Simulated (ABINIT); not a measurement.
# W (Fm-3m) in ABINIT: a series of runs

Runs on W. Level: PBEsol. Tasks: relaxation of cell and atoms, single point.

All numbers are computed with ABINIT 10.8.3 (patched build); they aren't measurements. Logs are shortened: lines on timing, memory, paths and dates and some standing lists are left out, and cuts for length are marked. The log counts tension as positive stress, the text compression.

## Step 1: The crystal as given

The structure is cubic, space group Fm-3m (No. 225). Conventional cell: a = 4.060 Å, b = 4.060 Å, c = 4.060 Å, α = 90.00°, β = 90.00°, γ = 90.00°. W (site symmetry m-3m) is surrounded by 12 W at 2.87 Å.

This isn't the form of W at room conditions, which is bcc.

## Step 2: Relaxation of cell and atoms, PBEsol

run.abi reads:

```
# Pseudopotentials
pp_dirpath "./"
pseudos "W.upf"

# Structure
acell 3*1.0 Angstrom
rprim
     0.0000000000     2.0300000000     2.0300000000
     2.0300000000     0.0000000000     2.0300000000
     2.0300000000     2.0300000000     0.0000000000
ntypat 1
znucl 74
natom 1
typat 1
chkprim 0
chksymtnons 0
tolsym 1.0e-6
xred
            0.0            0.0            0.0

# Plane-wave basis
ecut 37.0
ecutsm 0.5

# k points
kptopt 1
ngkpt 8 8 8
nshiftk 1
shiftk 0.0 0.0 0.0

# Exchange and correlation
ixc -116133

# Bands and occupations
nband 11
occopt 3
tsmear 0.05 eV

# SCF cycle
nstep 80
tolvrs 1.0e-12

# Output
iomode 3
prteig 0
prtebands 0
prtwf 0
prtden 0

# Relaxation
ionmov 2
optcell 2
ntime 50
tolmxf 2.0e-5
dilatmx 1.08
```

Potentials or basis: PseudoDojo NC SR PBEsol v0.4.1 standard.

The run is started by

```
$ mpirun --bind-to none -np 4 abinit run.abi > log 2>&1
```

run.abo:

```text
.Version 10.8.3 of ABINIT
 Symmetries : space group Fm -3 m (#225); Bravais cF (face-center cubic)
================================================================================
 Values of the parameters that define the memory need of the present run
     intxc =       0    ionmov =       2      iscf =       7    lmnmax =       8
     lnmax =       8     mgfft =      36  mpssoang =       4    mqgrid =    3001
     natom =       1  nloc_mem =       1    nspden =       1   nspinor =       1
    nsppol =       1      nsym =      48    n1xccc =    2501    ntypat =       1
    occopt =       3   xclevel =       2
       mpw =        1543          nfft =       46656          nkpt =          29
================================================================================
================================================================================

--------------------------------------------------------------------------------
------------- Echo of variables that govern the present computation ------------
--------------------------------------------------------------------------------
 -outvars: echo values of preprocessed input variables --------
            acell      1.8897261259E+00  1.8897261259E+00  1.8897261259E+00 Bohr
              amu      1.83850000E+02
          chkprim           0
      chksymtnons           0
          dilatmx      1.08000000E+00
             ecut      3.70000000E+01 Hartree
           ecutsm      5.00000000E-01 Hartree
           ionmov           2
              ixc     -116133
         kptrlatt        8    0    0      0    8    0      0    0    8
          kptrlen      4.34010154E+01
            natom           1
            nband          11
            ngfft          36      36      36
             nkpt          29
            nstep          80
             nsym          48
            ntime          50
           ntypat           1
           occopt           3
          optcell           2
           prtden           0
        prtebands           0
           prteig           0
            prtwf           0
            rprim      0.0000000000E+00  2.0300000000E+00  2.0300000000E+00
                       2.0300000000E+00  0.0000000000E+00  2.0300000000E+00
                       2.0300000000E+00  2.0300000000E+00  0.0000000000E+00
          spgroup         225
           tolmxf      2.00000000E-05
           tolsym      1.00000000E-06
           tolvrs      1.00000000E-12
           tsmear      1.83746611E-03 Hartree
            typat      1
            znucl       74.00000

================================================================================

 chkinp: Checking input parameters for consistency.

================================================================================
== DATASET  1 ==================================================================

--- !DatasetInfo
iteration_state: {dtset: 1, }
dimensions: {natom: 1, nkpt: 29, mband: 11, nsppol: 1, nspinor: 1, nspden: 1, mpw: 1543, }
cutoff_energies: {ecut:  37.0, pawecutdg:  -1.0, }
electrons: {nelect:   1.40000000E+01, charge:   0.00000000E+00, occopt:   3.00000000E+00, tsmear:   1.83746611E-03, }
meta: {optdriver: 0, ionmov: 2, optcell: 2, iscf: 7, paral_kgb: 0, }
...

 Real(R)+Recip(G) space primitive vectors, cartesian coordinates (Bohr,Bohr^-1):
 R(1)=  0.0000000  3.8361440  3.8361440  G(1)= -0.1303392  0.1303392  0.1303392
 R(2)=  3.8361440  0.0000000  3.8361440  G(2)=  0.1303392 -0.1303392  0.1303392
 R(3)=  3.8361440  3.8361440  0.0000000  G(3)=  0.1303392  0.1303392 -0.1303392
 Unit cell volume ucvol=  1.1290540E+02 bohr^3
 Angles (23,13,12)=  6.00000000E+01  6.00000000E+01  6.00000000E+01 degrees

 getcut: wavevector=  0.0000  0.0000  0.0000  ngfft=  36  36  36
         ecut(hartree)=     43.157   => boxcut(ratio)=   2.24390

 getcut : COMMENT -
  Note that boxcut > 2.2 ; recall that boxcut=Gcut(box)/Gcut(sphere) = 2
  is sufficient for exact treatment of convolution.
  Such a large boxcut is a waste : you could raise ecut
  e.g. ecut=   54.324402 Hartrees makes boxcut=2

--- Pseudopotential description ------------------------------------------------
- pspini: atom type   1  psp file is ./W.upf
  74.00000  14.00000  180301                  znucl, zion, pspdat
12 -116133 3 -1 1396                          pspcod,pspxc,lmax,lloc,mmax
     nproj     2     2     2     2

   1.61191382E+02                                ecore*ucvol(ha*bohr**3)
--------------------------------------------------------------------------------

================================================================================

=== [ionmov= 2] Broyden-Fletcher-Goldfarb-Shanno method (forces)
================================================================================

--- Iteration: ( 1/50) Internal Cycle: (1/1)
--------------------------------------------------------------------------------

---SELF-CONSISTENT-FIELD CONVERGENCE--------------------------------------------

--- !BeginCycle
iteration_state: {dtset: 1, itime: 1, icycle: 1, }
solver: {iscf: 7, nstep: 80, nline: 4, wfoptalg: 0, }
tolerances: {tolvrs: 1.00E-12, }
...

     iter   Etot(hartree)      deltaE(h)  residm     vres2
 ETOT  1  -75.785735964272    -7.579E+01 4.393E-01 4.938E+01
 ETOT  2  -75.812321775415    -2.659E-02 1.262E-02 4.112E+00
 ETOT  3  -75.812808279095    -4.865E-04 2.577E-03 2.970E-03
 ETOT  4  -75.812808648753    -3.697E-07 1.068E-03 7.375E-06
 ETOT  5  -75.812808649510    -7.567E-10 4.184E-04 6.017E-08
 ETOT  6  -75.812808649518    -8.228E-12 2.292E-04 3.327E-10
 ETOT  7  -75.812808649518     1.137E-13 7.363E-05 5.377E-12
 ETOT  8  -75.812808649520    -2.260E-12 6.184E-05 5.243E-15

 At SCF step    8       vres2   =  5.24E-15 < tolvrs=  1.00E-12 =>converged.

 Cartesian components of stress tensor (hartree/bohr^3)
  sigma(1 1)=  4.08246861E-04  sigma(3 2)=  0.00000000E+00
  sigma(2 2)=  4.08246861E-04  sigma(3 1)=  0.00000000E+00
  sigma(3 3)=  4.08246861E-04  sigma(2 1)=  0.00000000E+00

--- !ResultsGS
iteration_state: {dtset: 1, itime: 1, icycle: 1, }
comment   : Summary of ground state results
lattice_vectors:
- [  0.0000000,   3.8361440,   3.8361440, ]
- [  3.8361440,   0.0000000,   3.8361440, ]
- [  3.8361440,   3.8361440,   0.0000000, ]
lattice_lengths: [   5.42513,    5.42513,    5.42513, ]
lattice_angles: [ 60.000,  60.000,  60.000, ] # degrees, (23, 13, 12)
lattice_volume:   1.1290540E+02
convergence: {deltae: -2.260E-12, res2:  5.243E-15, residm:  6.184E-05, diffor: null, }
etotal    :  -7.58128086E+01
entropy   :   0.00000000E+00
fermie    :   6.51621910E-01
cartesian_stress_tensor: # hartree/bohr^3
- [  4.08246861E-04,   0.00000000E+00,   0.00000000E+00, ]
- [  0.00000000E+00,   4.08246861E-04,   0.00000000E+00, ]
- [  0.00000000E+00,   0.00000000E+00,   4.08246861E-04, ]
pressure_GPa:  -1.2011E+01
xred      :
- [  0.0000E+00,   0.0000E+00,   0.0000E+00,  W]
cartesian_forces: # hartree/bohr
- [ -0.00000000E+00,  -0.00000000E+00,  -0.00000000E+00, ]
force_length_stats: {min:   0.00000000E+00, max:   0.00000000E+00, mean:   0.00000000E+00, }
...
[... 268 lines left out ...]
---OUTPUT-----------------------------------------------------------------------

 Cartesian coordinates (xcart) [bohr]
  0.00000000000000E+00  0.00000000000000E+00  0.00000000000000E+00
 Reduced coordinates (xred)
  0.00000000000000E+00  0.00000000000000E+00  0.00000000000000E+00
 Cartesian forces (fcart) [Ha/bohr]; max,rms= 0.00000E+00 0.00000E+00 (free atoms)
 -0.00000000000000E+00 -0.00000000000000E+00 -0.00000000000000E+00
 Gradient of E wrt nuclear positions in reduced coordinates (gred)
  0.00000000000000E+00  0.00000000000000E+00  0.00000000000000E+00
 Scale of Primitive Cell (acell) [bohr]
  5.34750475782552E+00  5.34750475782552E+00  5.34750475782552E+00
 Real space primitive translations (rprimd) [bohr]
  0.00000000000000E+00  3.78125687668575E+00  3.78125687668575E+00
  3.78125687668575E+00  0.00000000000000E+00  3.78125687668575E+00
  3.78125687668575E+00  3.78125687668575E+00  0.00000000000000E+00
 Unitary Cell Volume (ucvol) [Bohr^3]=  1.08128092373472E+02
 Angles (23,13,12)= [degrees]
  6.00000000000000E+01  6.00000000000000E+01  6.00000000000000E+01
 Lengths [Bohr]
  5.34750475782552E+00  5.34750475782552E+00  5.34750475782552E+00
 Stress tensor in cartesian coordinates (strten) [Ha/bohr^3]
  5.29796589932019E-09  0.00000000000000E+00  0.00000000000000E+00
  0.00000000000000E+00  5.29796590105491E-09  0.00000000000000E+00
  0.00000000000000E+00  0.00000000000000E+00  5.29796589932019E-09
 Total energy (etotal) [Ha]= -7.58138164161811E+01

 Difference of energy with previous step (new-old):
           Absolute (Ha)=-3.84351E-08
           Relative     =-5.06967E-10

 At Broyd/MD step   4, gradients are converged :
  max grad (force/stress) = 5.2980E-07 < tolmxf= 2.0000E-05 ha/bohr (free atoms)

================================================================================

 ----iterations are completed or convergence reached----

 Mean square residual over all n,k,spin=   28.421E-16; max=  57.242E-14
 reduced coordinates (array xred) for    1 atoms
       0.000000000000      0.000000000000      0.000000000000
 rms dE/dt=  0.0000E+00; max dE/dt=  0.0000E+00; dE/dt below (all hartree)
    1       0.000000000000      0.000000000000      0.000000000000

 cartesian coordinates (angstrom) at end:
    1      0.00000000000000     0.00000000000000     0.00000000000000

 cartesian forces (hartree/bohr) at end:
    1     -0.00000000000000    -0.00000000000000    -0.00000000000000
 frms,max,avg= 0.0000000E+00 0.0000000E+00   0.000E+00  0.000E+00  0.000E+00 h/b

 cartesian forces (eV/Angstrom) at end:
    1     -0.00000000000000    -0.00000000000000    -0.00000000000000
 frms,max,avg= 0.0000000E+00 0.0000000E+00   0.000E+00  0.000E+00  0.000E+00 e/A
 length scales=  5.347504757826  5.347504757826  5.347504757826 bohr
              =  2.829777651117  2.829777651117  2.829777651117 angstroms
 Fermi (or HOMO) energy (hartree) =   0.68525   Average Vxc (hartree)=  -0.51972
 Eigenvalues (hartree) for nkpt=  29  k points:
 kpt#   1, nband= 11, wtk=  0.00195, kpt=  0.0000  0.0000  0.0000 (reduced coord)
  -2.01725   -0.67915   -0.67915   -0.67915    0.35281    0.66591    0.66591    0.66591
   0.78451    0.78451    1.15996
      occupation numbers for kpt#   1
   2.00000    2.00000    2.00000    2.00000    2.00000    1.99995    1.99995    1.99995
   0.00000    0.00000    0.00000
 prteigrs : prtvol=0 or 1, do not print more k-points.

--- !EnergyTerms
iteration_state     : {dtset: 1, itime: 4, icycle: 1, }
comment             : Components of total free energy in Hartree
kinetic             :  2.03150026145440E+01
hartree             :  8.11418075080219E+00
xc                  : -1.64666707245510E+01
Ewald energy        : -5.94136418016879E+01
psp_core            :  1.49074471435516E+00
local_psp           : -4.25048647668079E+01
non_local_psp       :  1.26519138442498E+01
internal            : -7.58133353690958E+01
'-kT*entropy'       : -4.81047085309464E-04
total_energy        : -7.58138164161811E+01
total_energy_eV     : -2.06299904128260E+03
band_energy         : -4.71028930237979E+00
...

 Cartesian components of stress tensor (hartree/bohr^3)
  sigma(1 1)=  5.29796590E-09  sigma(3 2)=  0.00000000E+00
  sigma(2 2)=  5.29796590E-09  sigma(3 1)=  0.00000000E+00
  sigma(3 3)=  5.29796590E-09  sigma(2 1)=  0.00000000E+00

-Cartesian components of stress tensor (GPa)         [Pressure= -1.5587E-04 GPa]
- sigma(1 1)=  1.55871538E-04  sigma(3 2)=  0.00000000E+00
- sigma(2 2)=  1.55871538E-04  sigma(3 1)=  0.00000000E+00
- sigma(3 3)=  1.55871538E-04  sigma(2 1)=  0.00000000E+00

== END DATASET(S) ==============================================================
================================================================================

 -outvars: echo values of variables after computation  --------
            acell      5.3475047578E+00  5.3475047578E+00  5.3475047578E+00 Bohr
           etotal     -7.5813816416E+01
            fcart     -0.0000000000E+00 -0.0000000000E+00 -0.0000000000E+00
            rprim      0.0000000000E+00  7.0710678119E-01  7.0710678119E-01
                       7.0710678119E-01  0.0000000000E+00  7.0710678119E-01
                       7.0710678119E-01  7.0710678119E-01  0.0000000000E+00
           strten      5.2979658993E-09  5.2979659011E-09  5.2979658993E-09
                       0.0000000000E+00  0.0000000000E+00  0.0000000000E+00
 Calculation completed.
```

Wall time 16 s (4 MPI ranks of AMD EPYC 7R43 (Zen 3), shared host); peak memory 0.28 GiB.

Results:

```
Free energy                            : -2062.9990 eV
Relaxed volume                         : 16.02 Å³/atom
Relaxed cell                           : a = 2.830 Å, b = 2.830 Å, c = 2.830 Å, α = 60.00°, β = 60.00°, γ = 60.00°
Space group after relaxing (to 0.05 Å) : Fm-3m (No. 225)
Energy gained by relaxing              : 27.4 meV/atom
Ionic steps                            : 4
Pressure after relaxing                : 0.0 GPa
Band gap on the k mesh                 : none (metal or under the smearing width)
```

The path:
| step | energy change (eV) | largest force (eV/Å) | pressure (GPa) | volume (Å³) |
| --- | --- | --- | --- | --- |
| 1 | 0.0000 | 0.0000 | -12.01 | 16.73 |
| 2 | -0.0268 | 0.0000 | -1.86 | 16.12 |
| 3 | -0.0274 | 0.0000 | 0.08 | 16.02 |
| 4 | -0.0274 | 0.0000 | 0.00 | 16.02 |

Final structure:
```yaml
crystal:
  lattice:
    - [0.00000, 2.00095, 2.00095]
    - [2.00095, 0.00000, 2.00095]
    - [2.00095, 2.00095, 0.00000]
  atoms:
    - { symbol: W, position: [0.00000, 0.00000, 0.00000] }
```

## Step 3: Single point, PBEsol (cell relaxed)

run.abi reads:

```
# Pseudopotentials
pp_dirpath "./"
pseudos "W.upf"

# Structure
acell 5.3475047639 5.3475047639 5.3475047639
rprim
     0.0000000000     0.7071067812     0.7071067812
     0.7071067812     0.0000000000     0.7071067812
     0.7071067812     0.7071067812     0.0000000000
ntypat 1
znucl 74
natom 1
typat 1
xred
     0.0000000000     0.0000000000     0.0000000000
chkprim 0
chksymtnons 0
tolsym 1.0e-6

# Plane-wave basis
ecut 37.0

# k points
kptopt 1
ngkpt 8 8 8
nshiftk 1
shiftk 0.0 0.0 0.0

# Exchange and correlation
ixc -116133

# Bands and occupations
nband 11
occopt 3
tsmear 0.05 eV

# SCF cycle
nstep 100
tolvrs 1.0e-10

# Output
iomode 3
prtwf 0
prtden 0
prteig 0
prtebands 0
```

Potentials or basis: PseudoDojo NC SR PBEsol v0.4.1 standard.

The run is started by

```
$ mpirun --bind-to none -np 4 abinit run.abi > log 2>&1
```

Run time: 4 s. Hardware: 4 MPI ranks of AMD EPYC 7R43 (Zen 3), shared host; peak memory 0.28 GiB.

Results (log left out):

```
Free energy                                           : -2062.9991 eV
Pressure                                              : -0.1 GPa
Band gap on the k mesh                                : none (metal or under the smearing width)
Valence electrons inside the program's atomic spheres : W 10.18 (radii [1.0584] Å)
```

Levels at points of the mesh, in eV from the Fermi level:
```tsv
k point	band 5	band 6	band 7	band 8	band 9	band 10
(0.00, 0.00, 0.00)	-9.05	-0.53	-0.53	-0.53	2.70	2.70
(0.50, 0.00, 0.00)	-5.66	-0.76	-0.76	0.82	5.28	5.28
(0.50, 0.50, 0.00)	-5.58	-4.59	3.29	5.24	6.05	6.05
```

Spin-orbit coupling is left out, which matters for the levels of W.
